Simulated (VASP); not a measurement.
# WC (P-6m2) in VASP: notebook, part 2 of 2

VASP 6.6.1. Earlier steps stand in the parts before.

## Step 3: Single point, PBEsol

This run uses another cell than the first one: it holds 2 atoms, not 7.

File INCAR:

```
  ALGO = Normal
  EDIFF = 1E-6
  ENCUT = 520
  GGA = PS
  ISIF = 2
  ISMEAR = 0
  LASPH = T
  LCHARG = F
  LREAL = F
  LWAVE = F
  NBANDS = 16
  NELM = 100
  PREC = Accurate
  SIGMA = 0.1
```

File KPOINTS:

```
k-points
0
Gamma
  18 18 14
```

File POSCAR:

```
WC
1.0
    2.8984136668      0.0000000000      0.0000000000
   -1.4492068334      2.5100998662      0.0000000000
    0.0000000000      0.0000000000      2.8276119033
W C
1 1
Direct
    0.0000000000      0.0000000000      0.0000000000
    0.6666666667      0.3333333333      0.5000000000
```

Potentials or basis: VASP PAW PBE potentials, release 64 (W_sv, C).

On the command line:

```sh
> cat potpaw_PBE.64/W_sv/POTCAR potpaw_PBE.64/C/POTCAR > POTCAR
> mpirun -np 1 vasp_std > vasp.out
```

OUTCAR:

```text
EDIFF = 1E-6
   ENCUT = 520
   GGA = PS
   ISIF = 2
   ISMEAR = 0
   LASPH = T
   LREAL = F
   NELM = 100
   PREC = Accurate

 ion  position               nearest neighbor table
   1  0.000  0.000  0.000-   2 2.19   2 2.19   2 2.19   2 2.19   2 2.19   2 2.19
   2  0.667  0.333  0.500-   1 2.19   1 2.19   1 2.19   1 2.19   1 2.19   1 2.19

  LATTYP: Found a hexagonal cell.
 ALAT       =     2.8984136668
 C/A-ratio  =     0.9755722365

  Lattice vectors:

 A1 = (   2.8984136668,   0.0000000000,   0.0000000000)
 A2 = (  -1.4492068334,   2.5100998662,   0.0000000000)
 A3 = (   0.0000000000,   0.0000000000,   2.8276119033)

Analysis of symmetry for initial positions (statically):
=====================================================================
 Subroutine PRICEL returns:
 Original cell was already a primitive cell.

 Routine SETGRP: Setting up the symmetry group for a
 hexagonal supercell.

 Subroutine GETGRP returns: Found 12 space group operations
 (whereof 12 operations were pure point group operations)
 out of a pool of 24 trial point group operations.

The static configuration has the point symmetry D_3h.

Analysis of symmetry for dynamics (positions and initial velocities):
=====================================================================
 Subroutine PRICEL returns:
 Original cell was already a primitive cell.

 Routine SETGRP: Setting up the symmetry group for a
 hexagonal supercell.

 Subroutine GETGRP returns: Found 12 space group operations
 (whereof 12 operations were pure point group operations)
 out of a pool of 24 trial point group operations.

The dynamic configuration has the point symmetry D_3h.

 Subroutine INISYM returns: Found 12 space group operations
 (whereof 12 operations are pure point group operations),
 and found     1 'primitive' translations

----------------------------------------------------------------------------------------

[... 113 lines left out ...]
  volume/ion in A,a.u.               =      10.29        69.41
  Fermi-wavevector in a.u.,A,eV,Ry     =   1.565820  2.958971 33.358675  2.451793
  Thomas-Fermi vector in A             =   2.668240
   LORBIT       =      0    0 simple, 1 ext, 2 COOP (PROOUT), +10 PAW based schemes
   GGA     = PS    functional components
   LHFCALC =     F    Hartree Fock is set to
   AEXX    =    0.0000 exact exchange contribution
   IVDW    =     0    specifies the selected vdW correction
   LEPSILON=     F    determine dielectric tensor
   LRPA    =     F    only Hartree local field effects (RPA)
 non-spin polarized calculation
 Gauss-broadening in eV      SIGMA  =   0.10
  energy-cutoff  :      520.00
  volume of cell :       20.57
 maximum number of plane-waves:       574
 NGX is ok and might be reduce to    24

 number of electron      18.0000001 magnetization

 Free energy of the ion-electron system (eV)
  ---------------------------------------------------
  ext. energy  EPLUGINS =         0.00000000
  ---------------------------------------------------
  free energy    TOTEN  =       -23.90068095 eV

  energy without entropy =      -23.89941653  energy(sigma->0) =      -23.90004874

 E-fermi :  11.0548     XC(G=0): -13.9762

 val. band max:       11.0146920206   @ k =   0.0556   0.0000   0.2143
 cond. band min:      11.0762441133   @ k =   0.4444   0.0000   0.5000
 fundamental gap:      0.0615520928
 Fermi energy:        11.0548471492

 k-point     1 :       0.0000    0.0000    0.0000
  band No.  band energies     occupation
      1     -62.8592      2.00000
      2     -26.8445      2.00000
      3     -26.7404      2.00000
      4     -26.7404      2.00000
      5      -3.4378      2.00000
      6       6.6772      2.00000
[... 433 lines left out ...]
      3     -26.9953      2.00000
      4     -26.7284      2.00000
      5      -0.0003      2.00000
      6       4.1356      2.00000
[... 8 lines left out ...]
     15      24.9344      0.00000
     16      28.6589      0.00000

 [... further k-points ...]

------------------------ aborting loop because EDIFF is reached ----------------------------------------

  FORCE on cell =-STRESS in cart. coord.  units (eV):
  Direction    XX          YY          ZZ          XY          YZ          ZX
  --------------------------------------------------------------------------------------
  -------------------------------------------------------------------------------------
  Total        0.1487409      0.1487409      0.1992300      0.0000000     -0.0000000      0.0000000
  in kB       11.5843037     11.5843037     15.5165134      0.0000000     -0.0000000      0.0000000
  external PRESSURE =      12.8950403 kB  Pullay stress =       0.0000000 kB

 VOLUME and BASIS-vectors are now :
 -----------------------------------------------------------------------------
  energy-cutoff  :      520.00
  volume of cell :       20.57
      direct lattice vectors                 reciprocal lattice vectors
     2.898413667  0.000000000  0.000000000     0.345016314  0.199195262  0.000000000
    -1.449206833  2.510099866  0.000000000     0.000000000  0.398390524  0.000000000
     0.000000000  0.000000000  2.827611903     0.000000000  0.000000000  0.353655323

 POSITION                                       TOTAL-FORCE (eV/Angst)
 -----------------------------------------------------------------------------------
      0.00000      0.00000      0.00000         0.000000     -0.000000      0.000000
      1.44921      0.83670      1.41381         0.000000      0.000000      0.000000
 -----------------------------------------------------------------------------------
    total drift:                                0.000000     -0.000000      0.000000

  FREE ENERGIE OF THE ION-ELECTRON SYSTEM (eV)
  ---------------------------------------------------
  free  energy   TOTEN  =       -23.9006809503 eV

  energy  without entropy=      -23.8994165335  energy(sigma->0) =      -23.90004874
```

OSZICAR:

```text
N       E                     dE             d eps       ncg     rms          rms(c)
DAV:   1     0.107898500655E+03    0.10790E+03   -0.94723E+03  9520   0.126E+03
DAV:   2    -0.236582416481E+02   -0.13156E+03   -0.12725E+03 11224   0.337E+02
DAV:   3    -0.267907370739E+02   -0.31325E+01   -0.31222E+01 10704   0.493E+01
DAV:   4    -0.268066398458E+02   -0.15903E-01   -0.15902E-01 12184   0.395E+00
DAV:   5    -0.268067528607E+02   -0.11301E-03   -0.11301E-03 10696   0.317E-01    0.337E+01
DAV:   6    -0.239994485306E+02    0.28073E+01   -0.52968E+00 11600   0.249E+01    0.938E+00
DAV:   7    -0.239341363469E+02    0.65312E-01   -0.36775E-01  9992   0.469E+00    0.639E+00
DAV:   8    -0.239016924965E+02    0.32444E-01   -0.61776E-02 10768   0.201E+00    0.904E-01
DAV:   9    -0.239008351517E+02    0.85734E-03   -0.25677E-03 10480   0.387E-01    0.117E-01
DAV:  10    -0.239006813668E+02    0.15378E-03   -0.27115E-04 11744   0.196E-01    0.461E-02
DAV:  11    -0.239006815484E+02   -0.18158E-06   -0.11144E-05 10472   0.321E-02    0.783E-03
DAV:  12    -0.239006809503E+02    0.59812E-06   -0.18572E-06  8832   0.113E-02
   1 F= -.23900681E+02 E0= -.23900049E+02  d E =-.126442E-02
```

stdout:

```text
POSCAR found type information on POSCAR W C
 POSCAR found :  2 types and       2 ions
 scaLAPACK will be used
 -----------------------------------------------------------------------------
|                                                                             |
|                                                                             |
|     You enforced a specific xc type in the INCAR file but a different       |
|     I HOPE YOU KNOW WHAT YOU ARE DOING!                                     |
|                                                                             |
 -----------------------------------------------------------------------------

 LDA part: xc-table for (Slater+PW92), standard interpolation
 POSCAR, INCAR and KPOINTS ok, starting setup
 FFT: planning ... GRIDC
 FFT: planning ... GRID_SOFT
 FFT: planning ... GRID
 WAVECAR not read
 entering main loop
```

It took 24 s on 1 thread of Intel Xeon 6975P-C (Granite Rapids), shared host; peak memory 0.22 GiB.

What came out:

* Free energy: -23.9007 eV
* Pressure: 1.3 GPa
* Band gap on the k mesh: none (metal or under the smearing width)

Levels at points of the mesh, in eV from the Fermi level:
```tsv
k point	band 6	band 7	band 8	band 9	band 10	band 11	band 12	band 13
(0.00, 0.00, 0.00)	-4.38	-3.37	-3.37	0.13	3.27	3.27	5.71	5.71
(0.50, 0.00, 0.00)	-7.08	-3.65	-3.63	-0.44	2.36	4.59	4.96	6.93
(0.00, 0.00, 0.50)	-8.73	-2.03	-2.03	-0.60	-0.60	3.74	4.55	4.55
(0.50, 0.00, 0.50)	-6.52	-4.36	-4.20	0.31	4.50	5.40	6.75	9.31
```

Caveat: the PAW data sets were made with another functional, which shifts forces and pressure a little. Spin-orbit coupling is left out, which matters for the levels of W.

## Step 4: Relaxation of cell and atoms, PBEsol

This run uses another cell than the first one: it holds 2 atoms, not 7.

File INCAR:

```
PREC     = Accurate       # precision mode
ENCUT    = 600            # plane-wave cutoff, eV
EDIFF    = 1E-6           # SCF threshold, eV
ISMEAR   = 0              # smearing method
SIGMA    = 0.1            # smearing width, eV
LREAL    = F              # projectors in reciprocal space
LASPH    = T              # aspherical terms in the spheres
NELM     = 100            # most SCF steps
ALGO     = Normal         # electronic algorithm
ISIF     = 3              # what is computed and relaxed
LWAVE    = F              # write WAVECAR
LCHARG   = F              # write CHGCAR
GGA      = PS             # functional
IBRION   = 2              # ionic algorithm
NSW      = 100            # ionic steps
EDIFFG   = -0.005         # ionic threshold
```

File KPOINTS:

```
regular mesh
0
Gamma
  18 18 14
```

File POSCAR:

```
WC
1.0
    2.9005014360      0.0000000000      0.0000000000
   -1.4502507180      2.5119079273      0.0000000000
    0.0000000000      0.0000000000      2.8290000000
W C
1 1
Direct
    0.0000000000      0.0000000000      0.0000000000
    0.6666666667      0.3333333333      0.5000000000
```

On the command line:

```sh
> cat potpaw_PBE.64/W_sv/POTCAR potpaw_PBE.64/C/POTCAR > POTCAR
> mpirun -np 1 vasp_std > vasp.out
```

It took 46 s on 1 thread of Intel Xeon 6975P-C (Granite Rapids), shared host; peak memory 0.23 GiB.

Results (log left out):

```yaml
Free_energy: -23.9017 eV
Relaxed_volume: 10.32 Å³/atom
Relaxed_cell: a = 2.901 Å, b = 2.901 Å, c = 2.831 Å, α = 90.00°, β = 90.00°, γ = 120.00°
Space_group_after_relaxing_to_0.05_Å: P-6m2 (No. 187)
Energy_gained_by_relaxing: 0.0 meV/atom
Ionic_steps: 3
Pressure_after_relaxing: 0.0 GPa
Band_gap_on_the_k_mesh: none (metal or under the smearing width)
```

Stress tensor (GPa, compression positive):
```
-0.07  0.00  0.00
 0.00 -0.07  0.00
 0.00  0.00  0.05
```

Final structure:
```
W C
1.0
     2.90121    0.00000    0.00000
    -1.45061    2.51252    0.00000
     0.00000    0.00000    2.83065
W C
1 1
Direct
  0.00000 0.00000 0.00000
  0.66667 0.33333 0.50000
```

Levels at points of the mesh, in eV from the Fermi level:
```
           k point  band 6  band 7  band 8  band 9  band 10  band 11  band 12  band 13
(0.00, 0.00, 0.00)   -4.36   -3.35   -3.35    0.13     3.26     3.26     5.69     5.69
(0.50, 0.00, 0.00)   -7.06   -3.63   -3.61   -0.44     2.36     4.57     4.95     6.91
(0.00, 0.00, 0.50)   -8.71   -2.02   -2.02   -0.60    -0.60     3.73     4.55     4.55
(0.50, 0.00, 0.50)   -6.50   -4.34   -4.19    0.31     4.48     5.37     6.72     9.28
```

Caveat: the PAW data sets were made with another functional, which shifts forces and pressure a little. Spin-orbit coupling is left out, which matters for the levels of W.

## Step 5: Summary

| task | cell | k mesh | cutoff (eV) | dipole correction | gap on the mesh (eV) | pressure (GPa) |
| --- | --- | --- | --- | --- | --- | --- |
| single point | (0 0 1) slab cut from the bulk | 12 × 12 × 1 | 520 | yes | none | - |
| single point | P-6m2, 10.29 Å³/atom | 18 × 18 × 14 | 520 | no | none | 1.3 |
| relaxation of cell and atoms | relaxed | 18 × 18 × 14 | 600 | no | none | 0.0 |

Alike in all rows: level PBEsol; potentials or basis VASP PAW PBE potentials, release 64 (W_sv, C); no spin polarisation; smearing gaussian 0.1 eV.

Caveats: the PAW data sets were made with another functional, which shifts forces and pressure a little.

Total energies depend on the potentials used, so only differences within one code and one set of settings carry meaning.
